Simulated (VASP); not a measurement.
A run of VASP 6.6.1 is set up as follows.

INCAR

```
PREC = Accurate ; ENCUT = 520
EDIFF = 1E-6 ; ISMEAR = -1
SIGMA = 0.05 ; LREAL = False
LASPH = True ; NELM = 80
ALGO = Normal ; ISIF = 2
LWAVE = False ; LCHARG = False
GGA = B5 ; ALDAX = 1.0
AGGAX = 1.0 ; AGGAC = 1.0
ALDAC = 0.0 ; IVDW = 12
VDW_S6 = 1.0 ; VDW_S8 = 2.6996
VDW_A1 = 0.4298 ; VDW_A2 = 4.2359
NBANDS = 26
```

The input KPOINTS:

```
regular mesh
0
Gamma
  8 8 5
```

Contents of POSCAR:

```
ZnS
1.0
    3.8110000000      0.0000000000      0.0000000000
   -1.9055000000      3.3004228138      0.0000000000
    0.0000000000      0.0000000000      6.2340000000
Zn S
2 2
Direct
    0.6666666667      0.3333333333      0.5000000000
    0.3333333333      0.6666666667      0.0000000000
    0.6666666667      0.3333333333      0.8850000000
    0.3333333333      0.6666666667      0.3850000000
```

Potentials or basis: VASP PAW PBE potentials, release 64 (Zn, S).

Command:

```sh
$ cat potpaw_PBE.64/Zn/POTCAR potpaw_PBE.64/S/POTCAR > POTCAR
$ mpirun -np 1 vasp_std > vasp.out
```

Predict the band gap on the k mesh.

2.26 eV, direct.

Predict the dispersion energy per atom.

-0.671 eV.

Estimate the largest force.

0.351 eV/Å.

Estimate the pressure.

0.1 GPa.

Stress tensor (GPa, compression positive):
```
 0.78  0.00  0.00
 0.00  0.78  0.00
 0.00  0.00 -1.15
```

Caveat: the PAW data sets were made with another functional, which shifts forces and pressure a little.

**What was measured.**

A printed reference work, monograph reports, for a bulk crystal of ZnS at 4 K: band gap 3.911 eV (direct).

A measured gap of ZnS is 3.911 eV (direct; 4 K; a printed reference work, monograph); the calculated 2.26 eV misses it by -1.65 eV. The value is that of BLYP+D3(BJ), without temperature or zero-point motion. Semilocal functionals fall short of measured gaps as a rule.
